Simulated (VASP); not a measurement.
## TiN: core levels with PBEsol

TiN:

```
Ti N
1.0
     0.00000    2.11900    2.11900
     2.11900    0.00000    2.11900
     2.11900    2.11900    0.00000
Ti N
1 1
Direct
  0.00000 0.00000 0.00000
  0.50000 0.50000 0.50000
```

```yaml
Program: VASP 6.6.1
Task: core levels
Functional: PBEsol
Potentials_or_basis: VASP PAW PBE potentials, release 64 (Ti_sv, N)
Cutoff: 520 eV
k_mesh: 12 × 12 × 12
Occupations: methfessel-paxton, width 0.1 eV
Spin: collinear spin, ferromagnetic start
Starting_moments: "[1.0, 0.0] μB"
Further_INCAR_settings: ALGO = Normal; EDIFF = 1e-06
```

```json
{
 "Pressure": "-6.5 GPa",
 "Band gap on the k mesh": "none (metal or under the smearing width)",
 "Net moment": "0.00 μB per cell",
 "Valence electrons inside the program's atomic spheres": "Ti 10.40; N 3.73"
}
```

Levels at points of the mesh, in eV from the Fermi level:
Spin up:
```tsv
k point	band 5	band 6	band 7	band 8	band 9	band 10	band 11	band 12	band 13
(0.00, 0.00, 0.00)	-17.00	-1.96	-1.96	-1.96	-0.58	-0.58	-0.58	0.63	0.63
(0.50, 0.00, 0.00)	-14.49	-8.07	-5.44	-5.44	1.76	1.76	2.44	5.85	5.85
(0.50, 0.50, 0.00)	-15.57	-5.79	-3.16	-3.16	-3.07	1.70	2.48	2.48	3.72
```
Spin down:
```csv
k point,band 5,band 6,band 7,band 8,band 9,band 10,band 11,band 12,band 13
"(0.00, 0.00, 0.00)",-17.00,-1.96,-1.96,-1.96,-0.58,-0.58,-0.58,0.63,0.63
"(0.50, 0.00, 0.00)",-14.49,-8.07,-5.44,-5.44,1.76,1.76,2.44,5.85,5.85
"(0.50, 0.50, 0.00)",-15.57,-5.79,-3.16,-3.16,-3.07,1.70,2.48,2.48,3.72
```

Core levels (eV, on the scale of the bands):
| atom | levels |
| --- | --- |
| 1 Ti | 1s -4852.4, 2s -521.1, 2p -428.4 |
| 2 N | 1s -366.4 |

Wall time 28 s on 1 thread of Intel(R) Xeon(R) Platinum 8488C (Sapphire Rapids), with other jobs on the host, peak memory 0.17 GiB.

Caveat: the PAW data sets were made with another functional, which shifts forces and pressure a little.
